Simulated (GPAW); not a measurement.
# ZnS (F-43m) in GPAW: notebook, part 2 of 2

GPAW 26.7.0. Earlier steps stand in the parts before.

## (3) Single point, LDA

Contents of run.py:

```python
import spglib
from ase import Atoms
from ase.dft.bandgap import bandgap
from ase.io import read, write
from ase.units import GPa
from gpaw import GPAW, PW

atoms = read('ZnS.cif')
cell, positions, numbers = spglib.find_primitive(
    (atoms.cell[:], atoms.get_scaled_positions(), atoms.numbers), symprec=1e-4)
atoms = Atoms(numbers, cell=cell, scaled_positions=positions, pbc=True)

calc = GPAW(mode=PW(500),
            xc='LDA',
            kpts={'size': (7, 7, 7), 'gamma': True},
            occupations={'name': 'fermi-dirac', 'width': 0.01},
            setups={'S': 'v3'},
            nbands=-9,
            convergence={'density': 1e-05, 'energy': 1e-05},
            maxiter=150,
            txt='gpaw.txt')
atoms.calc = calc
energy = atoms.get_potential_energy()
forces = atoms.get_forces()
stress = atoms.get_stress()
calc.write('gs.gpw')
write('result.traj', atoms)
print(f'Energy: {energy:.6f} eV')
print('Forces (eV/A):')
print(forces.round(4))
print('Stress (GPa):', (stress / GPa).round(3))
print('Fermi level:', round(calc.get_fermi_level(), 4), 'eV')
print(f'Gap: {bandgap(calc)[0]:.4f} eV, direct: {bandgap(calc, direct=True)[0]:.4f} eV')
```

Contents of ZnS.cif:

```cif
data_ZnS
_cell_length_a 5.40400000
_cell_length_b 5.40400000
_cell_length_c 5.40400000
_cell_angle_alpha 90.00000000
_cell_angle_beta 90.00000000
_cell_angle_gamma 90.00000000
_space_group_name_H-M_alt 'F-43m'
_space_group_name_Hall 'F -4 2 3'
_space_group_IT_number 216
loop_
_space_group_symop_operation_xyz
'x,y,z'
'y,-x,-z'
'-x,-y,z'
'-y,x,-z'
'x,-y,-z'
'y,x,z'
'-x,y,-z'
'-y,-x,z'
'z,x,y'
'-z,y,-x'
'z,-x,-y'
'-z,-y,x'
'-z,x,-y'
'z,y,x'
'-z,-x,y'
'z,-y,-x'
'y,z,x'
'-x,-z,y'
'-y,z,-x'
'x,-z,-y'
'-y,-z,x'
'x,z,y'
'y,-z,-x'
'-x,z,-y'
'x,y+1/2,z+1/2'
'y,-x+1/2,-z+1/2'
'-x,-y+1/2,z+1/2'
'-y,x+1/2,-z+1/2'
'x,-y+1/2,-z+1/2'
'y,x+1/2,z+1/2'
'-x,y+1/2,-z+1/2'
'-y,-x+1/2,z+1/2'
'z,x+1/2,y+1/2'
'-z,y+1/2,-x+1/2'
'z,-x+1/2,-y+1/2'
'-z,-y+1/2,x+1/2'
'-z,x+1/2,-y+1/2'
'z,y+1/2,x+1/2'
'-z,-x+1/2,y+1/2'
'z,-y+1/2,-x+1/2'
'y,z+1/2,x+1/2'
'-x,-z+1/2,y+1/2'
'-y,z+1/2,-x+1/2'
'x,-z+1/2,-y+1/2'
'-y,-z+1/2,x+1/2'
'x,z+1/2,y+1/2'
'y,-z+1/2,-x+1/2'
'-x,z+1/2,-y+1/2'
'x+1/2,y,z+1/2'
'y+1/2,-x,-z+1/2'
'-x+1/2,-y,z+1/2'
'-y+1/2,x,-z+1/2'
'x+1/2,-y,-z+1/2'
'y+1/2,x,z+1/2'
'-x+1/2,y,-z+1/2'
'-y+1/2,-x,z+1/2'
'z+1/2,x,y+1/2'
'-z+1/2,y,-x+1/2'
'z+1/2,-x,-y+1/2'
'-z+1/2,-y,x+1/2'
'-z+1/2,x,-y+1/2'
'z+1/2,y,x+1/2'
'-z+1/2,-x,y+1/2'
'z+1/2,-y,-x+1/2'
'y+1/2,z,x+1/2'
'-x+1/2,-z,y+1/2'
'-y+1/2,z,-x+1/2'
'x+1/2,-z,-y+1/2'
'-y+1/2,-z,x+1/2'
'x+1/2,z,y+1/2'
'y+1/2,-z,-x+1/2'
'-x+1/2,z,-y+1/2'
'x+1/2,y+1/2,z'
'y+1/2,-x+1/2,-z'
'-x+1/2,-y+1/2,z'
'-y+1/2,x+1/2,-z'
'x+1/2,-y+1/2,-z'
'y+1/2,x+1/2,z'
'-x+1/2,y+1/2,-z'
'-y+1/2,-x+1/2,z'
'z+1/2,x+1/2,y'
'-z+1/2,y+1/2,-x'
'z+1/2,-x+1/2,-y'
'-z+1/2,-y+1/2,x'
'-z+1/2,x+1/2,-y'
'z+1/2,y+1/2,x'
'-z+1/2,-x+1/2,y'
'z+1/2,-y+1/2,-x'
'y+1/2,z+1/2,x'
'-x+1/2,-z+1/2,y'
'-y+1/2,z+1/2,-x'
'x+1/2,-z+1/2,-y'
'-y+1/2,-z+1/2,x'
'x+1/2,z+1/2,y'
'y+1/2,-z+1/2,-x'
'-x+1/2,z+1/2,-y'
loop_
_atom_site_label
_atom_site_type_symbol
_atom_site_symmetry_multiplicity
_atom_site_Wyckoff_symbol
_atom_site_fract_x
_atom_site_fract_y
_atom_site_fract_z
_atom_site_occupancy
Zn1 Zn 4 c 0.2500000000 0.2500000000 0.2500000000 1
S1 S 4 a 0.0000000000 0.0000000000 0.0000000000 1
```

Potentials or basis: the program's PAW data sets (release 1.2.1) made for this functional, newer versions, pw.

On the command line:

```console
$ OMP_NUM_THREADS=1 python run.py
```

gpaw.txt:

```text
__  _  _
 | _ |_)|_||  |
 |__||  | ||/\| - 26.7.0

Input parameters:
  mode=PW(ecut=500.0),
  convergence={'density': 1e-05, 'energy': 1e-05},
  kpts=MonkhorstPack(size=(7, 7, 7), gamma=True),
  maxiter=150,
  nbands=-9,
  occupations=Occupations(name='fermi-dirac', width=0.01),
  setups={'S': 'v3'},
  xc=XC(name='LDA')

Diagonalizing LCAO Hamiltonian
Converting LCAO to pw mode

           Zn

       S

Atoms  # Å, Bohr magnetons
|   | symbol |        x |        y |        z |    initial magnetic moments |
|---|--------|----------|----------|----------|-----------------------------|
| 0 |     Zn | 1.351000 | 1.351000 | 1.351000 | ( 0.0000,  0.0000,  0.0000) |
| 1 |      S | 0.000000 | 0.000000 | 0.000000 | ( 0.0000,  0.0000,  0.0000) |

Unit cell  # Å
| periodic |        x |        y |        z |  lengths |    angles |
|----------|----------|----------|----------|----------|-----------|
|      yes | 0.000000 | 2.702000 | 2.702000 | 3.821205 | 60.000000 |
|      yes | 2.702000 | 0.000000 | 2.702000 | 3.821205 | 60.000000 |
|      yes | 2.702000 | 2.702000 | 0.000000 | 3.821205 | 60.000000 |

Number of symmetries: 24
Symmetry operations  # r_c * U_cc + t_c -> r_c
|    | kind |            matrix            |
|----|------|------------------------------|
|  0 |  E   |  1, 0, 0,  0, 1, 0,  0, 0, 1 |
|  1 |  σ   |  1, 0, 0,  0, 0, 1,  0, 1, 0 |
|  2 |  σ   |  1, 0,-1,  0, 1,-1,  0, 0,-1 |
|  3 |  C3  |  1, 0,-1,  0, 0,-1,  0, 1,-1 |
|  4 |  C3  |  1,-1, 0,  0,-1, 1,  0,-1, 0 |
|  5 |  σ   |  1,-1, 0,  0,-1, 0,  0,-1, 1 |
|  6 |  σ   |  0, 1, 0,  1, 0, 0,  0, 0, 1 |
|  7 |  C3  |  0, 1, 0,  0, 0, 1,  1, 0, 0 |
|  8 |  C2  |  0, 1,-1,  1, 0,-1,  0, 0,-1 |
|  9 |  S4  |  0, 1,-1,  0, 0,-1,  1, 0,-1 |
| 10 |  C3  |  0, 0, 1,  1, 0, 0,  0, 1, 0 |
| 11 |  σ   |  0, 0, 1,  0, 1, 0,  1, 0, 0 |
| 12 |  S4  |  0, 0,-1,  1, 0,-1,  0, 1,-1 |
| 13 |  C3  |  0, 0,-1,  0, 1,-1,  1, 0,-1 |
| 14 |  S4  |  0,-1, 1,  1,-1, 0,  0,-1, 0 |
| 15 |  C2  |  0,-1, 1,  0,-1, 0,  1,-1, 0 |
| 16 |  C3  |  0,-1, 0,  1,-1, 0,  0,-1, 1 |
| 17 |  S4  |  0,-1, 0,  0,-1, 1,  1,-1, 0 |
| 18 |  S4  | -1, 1, 0, -1, 0, 1, -1, 0, 0 |
| 19 |  C3  | -1, 1, 0, -1, 0, 0, -1, 0, 1 |
| 20 |  C3  | -1, 0, 1, -1, 1, 0, -1, 0, 0 |
| 21 |  S4  | -1, 0, 1, -1, 0, 0, -1, 1, 0 |
| 22 |  σ   | -1, 0, 0, -1, 1, 0, -1, 0, 1 |
| 23 |  C2  | -1, 0, 0, -1, 0, 1, -1, 1, 0 |

BZ-sampling:
  Number of BZ points: 343
  Number of IBZ points: 20

  Monkhorst-Pack size: [7, 7, 7]
  Monkhorst-Pack shift: [0, 0, 0]

K-points  # in reciprocal-cell coordinates
[... 60 lines left out ...]
    name:    Sulfur
    Z:       16.0
    valence: 6
    core:    10
    charge:  0.0  # [|e|]
    compensation charges:
      type: gauss
      rc: 0.26  # [Å]
      lmax: 2
    cutoffs:
      filter: 2.13  # [Å]
      core: 1.67  # [Å]
    projectors
    | kind |    occ | energy [eV] | rcut [Å] |
    |------|--------|-------------|----------|
    |   3s |  2.000 |     -17.281 |    1.217 |
    |   3p |  4.000 |      -7.107 |    0.953 |
    |    s |        |       9.931 |    1.217 |
    |    p |        |      20.105 |    0.953 |
    |    d |        |       0.000 |    0.847 |

    Using partial waves for S as LCAO basis

Reference energy: -59613.389035  # eV

eigensolver:
  PPCG
  Converge bands: occupied
  niter=2

density mixing:
  MSR1-Mixer
  Pratt-step length: 0.05
  Maximum mixing coefficient: 0.75
  Old densities: 10
  SVD Regularization: 0.005
  Good broyden scale: 1.0
  Trust region scale: 1.0
  Backstep threshold: 4.0
  History deletion threshold: 6.0
  Fourier metric: weight=20.0, sigma=0.015

occupation numbers:
  Fermi-Dirac:
    width: 0.0100  # eV

poisson solver:
  ecut: 4000.0  # eV

xc functional:
  name: None

convergence criteria:
- Maximum integral of absolute [dens]ity change: 1e-05 electrons / valence electron
- Maximum [total energy] change in last 3 cyles: 1e-05 eV / valence electron
- Maximum integral of absolute [eigenst]ate change: 4e-08 eV^2 / valence electron
maximum number of iterations: 150

SCF iterations
|iter     | |      energy | eigst |  dens |
|---------|-|-------------|-------|-------|
|iter:   1| |   -8.603978 | -0.16 |       |
|iter:   2| |   -8.523660 | -1.69 | -1.21 |
|iter:   3| |   -8.247124 | -1.58 | -1.25 |
|iter:   4| |   -8.243215 | -2.82 | -1.80 |
|iter:   5| |   -8.243176 | -3.89 | -2.28 |
|iter:   6| |   -8.243193c| -5.18 | -3.49 |
|iter:   7| |   -8.243196c| -6.52 | -3.87 |
|iter:   8| |   -8.243196c| -8.05c| -4.89 |
|iter:   9| |   -8.243196c| -9.38c| -5.51c|

Converged in 9 steps
Energy contributions relative to reference atoms: (reference = -59613.389035)

Energy contributions:
  Kinetic:           7.680879
  Coulomb:          -6.400438
  Zero:             -0.057402
  External:          0.000000
  Xc:               -9.466236
  Entropy:          -0.000000
  Spinorbit:         0.000000
  ----------------------------
  Free energy:      -8.243196
  Extrapolated:     -8.243196

dipole moment: (-20.402918, -20.402918, -20.402918)  # |e|*Ang

Fermi level: 4.117
Eigenvalues  # (at kpt = [0.000, 0.000, 0.000])
| band index |      eig [eV] | occ [0-2] |
|------------|---------------|-----------|
|          0 |        -9.687 |     2.000 |
|          1 |        -3.020 |     2.000 |
|          2 |        -3.020 |     2.000 |
|          3 |        -3.020 |     2.000 |
|          4 |        -2.537 |     2.000 |
|          5 |        -2.537 |     2.000 |
[... 10 lines left out ...]
|         16 |        17.731 |     0.000 |
|         17 |        17.731 |     0.000 |

Gap: 1.862 eV
Transition (v -> c):
  (s=0, k=0, n=8, [0.00, 0.00, 0.00]) -> (s=0, k=0, n=9, [0.00, 0.00, 0.00])
No difference between direct/indirect transitions

Forces  # eV/Ang
|       x |        y |        z |
|---------|----------|----------|
| 0.00000 |  0.00000 | -0.00000 |  # Zn   0
| 0.00000 | -0.00000 | -0.00000 |  # S    1

Stress tensor  # eV/Ang^3
|         x |        y |         z |
|-----------|----------|-----------|
|  0.031318 | 0.000000 | -0.000000 |
|  0.000000 | 0.031318 |  0.000000 |
| -0.000000 | 0.000000 |  0.031318 |

# Writing to gs.gpw (mode='')
```

It took 7 s on 1 thread of Arm Neoverse V1, shared host; peak memory 0.14 GiB.

Results:

```
Free energy            : -8.2432 eV
Pressure               : -5.0 GPa
Band gap on the k mesh : 1.86 eV, direct
```

Caveat: the cutoff is short for stress and forces, so pressures can be off by a GPa or more.

## (4) Electron localisation function, PBE (volume scaled by 1.04)

Contents of run.py:

```python
from ase.dft.bandgap import bandgap
from ase.io import read, write
from ase.units import Bohr, GPa
from gpaw import GPAW, PW
from gpaw.elf import elf_from_dft_calculation

atoms = read('ZnS.cif')

calc = GPAW(mode=PW(600),
            xc='PBE',
            kpts={'size': (9, 9, 9), 'gamma': True},
            occupations={'name': 'fermi-dirac', 'width': 0.05},
            setups={'S': 'v3'},
            nbands=-9,
            convergence={'density': 1e-05, 'energy': 1e-05},
            maxiter=150,
            txt='gpaw.txt')
atoms.calc = calc
energy = atoms.get_potential_energy()
forces = atoms.get_forces()
stress = atoms.get_stress()
calc.write('gs.gpw')
write('result.traj', atoms)
print(f'Energy: {energy:.6f} eV')
print('Forces (eV/A):')
print(forces.round(4))
print('Stress (GPa):', (stress / GPa).round(3))
print('Fermi level:', round(calc.get_fermi_level(), 4), 'eV')
print(f'Gap: {bandgap(calc)[0]:.4f} eV, direct: {bandgap(calc, direct=True)[0]:.4f} eV')

# fields on the real-space grid
write('density.cube', atoms, data=calc.get_pseudo_density() * Bohr**3)
write('potential.cube', atoms, data=calc.get_electrostatic_potential())
write('elf.cube', atoms, data=elf_from_dft_calculation(calc).data)
```

Contents of ZnS.cif:

```cif
data_ZnS
_cell_length_a 3.87148983
_cell_length_b 3.87148983
_cell_length_c 3.87148983
_cell_angle_alpha 60.00000000
_cell_angle_beta 60.00000000
_cell_angle_gamma 60.00000000
_space_group_name_H-M_alt 'P1'
_space_group_name_Hall 'P 1'
_space_group_IT_number 1
loop_
_space_group_symop_operation_xyz
'x,y,z'
loop_
_atom_site_label
_atom_site_type_symbol
_atom_site_symmetry_multiplicity
_atom_site_Wyckoff_symbol
_atom_site_fract_x
_atom_site_fract_y
_atom_site_fract_z
_atom_site_occupancy
Zn1 Zn 1 a 0.7500000000 0.7500000000 0.7500000000 1
S1 S 1 a 0.0000000000 0.0000000000 0.0000000000 1
```

Potentials or basis: GPAW PAW data sets (gpaw-data 1.2.1), newer versions, pw.

On the command line:

```console
$ OMP_NUM_THREADS=1 python run.py
```

Run time: 22 s. Hardware: 1 thread of Arm Neoverse V1, shared host; peak memory 0.16 GiB.

Results (log left out):

```
Free energy            : -6.8991 eV
Pressure               : -1.1 GPa
Band gap on the k mesh : 1.94 eV, direct
```

Levels at points of the mesh, in eV from the valence-band top:
| k point | band 6 | band 7 | band 8 | band 9 | band 10 | band 11 | band 12 | band 13 |
| --- | --- | --- | --- | --- | --- | --- | --- | --- |
| (0.00, 0.00, 0.00) | -5.72 | 0.00 | 0.00 | 0.00 | 1.94 | 6.40 | 6.40 | 6.40 |

## (5) For comparison

An earlier run on the cell as given: functional PBE; potentials or basis GPAW PAW data sets (gpaw-data 1.2.1); cutoff 600 eV; basis pw; k mesh 9 × 9 × 9; occupations fermi-dirac, width 0.05 eV; no spin polarisation.

- Pressure: 1.6 GPa
- Band gap on the k mesh: 2.10 eV, direct

## (6) Overview

| task | level | potentials or basis | cell | k mesh | cutoff (eV) | smearing | data set | gap on the mesh (eV) | pressure (GPa) |
| --- | --- | --- | --- | --- | --- | --- | --- | --- | --- |
| single point | LDA | the program's PAW data sets (release 1.2.1) made for this functional, newer versions, pw | as given | 7 × 7 × 7 | 500 | fermi-dirac 0.01 eV | S v3 | 1.86 | -5.0 |
| electron localisation function | PBE | GPAW PAW data sets (gpaw-data 1.2.1), newer versions, pw | volume scaled by 1.04 | 9 × 9 × 9 | 600 | fermi-dirac 0.05 eV | S v3 | 1.94 | -1.1 |
| single point | PBE | GPAW PAW data sets (gpaw-data 1.2.1), pw | as given | 9 × 9 × 9 | 600 | fermi-dirac 0.05 eV | - | 2.10 | 1.6 |

Alike in all rows: no spin polarisation.

Caveats: the cutoff is short for stress and forces, so pressures can be off by a GPa or more (some runs).

Total energies depend on the potentials used, so only differences within one code and one set of settings carry meaning.

## (7) Against experiment

Step 3. Against the measured gap of ZnS, 3.85 eV (direct; 19 K; quoted in “Electronic, vibrational, and thermodynamic properties of ZnS (zincblende and rocksalt structure)”, 2009, arxiv:0911.5022), the calculated 1.86 eV is off by -1.99 eV. So large a miss can be the level of theory's own, or it may mean another phase, state or a wrong row. The value is that of LDA, without temperature or zero-point motion. Semilocal functionals fall short of measured gaps as a rule.
